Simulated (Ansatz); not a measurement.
Q: Name a neutral molecule of C, Zn and H with HOMO–LUMO gap (PBE0/def2-TZVPP) between 6.35 and 6.65 eV and HOMO–LUMO gap (PBE/def2-TZVPP) between 4.30 and 4.60 eV (Ansatz, PBE0-D4/def2-TZVP geometry).

A: `C[CH2][Zn][CH2]C` (6.41 eV, 4.57 eV). Other molecules can fit too; these were computed, each in one conformer that needn't be the lowest.
